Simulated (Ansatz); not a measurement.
**Ni: reading a single point**

```yaml
crystal:
  lattice:
    - [1.27901, 2.21531, 0.00000]
    - [-1.27901, 2.21531, 0.00000]
    - [0.00000, 0.00000, 4.00548]
  atoms:
    - { symbol: Ni, position: [0.33333, 0.33333, 0.25000] }
    - { symbol: Ni, position: [0.66667, 0.66667, 0.75000] }
```

Level: PBE, no spin polarisation; 420 eV; 15×15×8 Γ-centred mesh; fermi-dirac occupations (width 0.1 eV); Ansatz 0.2.0, fixed geometry.

**Contacts.** Ni–Ni at 2.49 Å: least valence density 0.32 e/Å³ and ELF 0.24 there. Both are smooth PAW fields, read partly inside the augmentation spheres.
**Electronic structure.** It is a metal, with about 6.5 states/eV a cell as the mean within 0.25 eV of the Fermi level, mostly Ni d (98 %).
**Stress.** The pressure is -6.9 GPa (compression positive), so with the atoms held at these fractions the cell would first shrink. The principal stresses -9.7, -9.7, -1.4 GPa differ, so its shape would change too.

Origin: a known structure type with other elements, at an estimated volume, so it need not be a known compound. Caveats: no spin polarisation, so a magnetic state may lie lower.
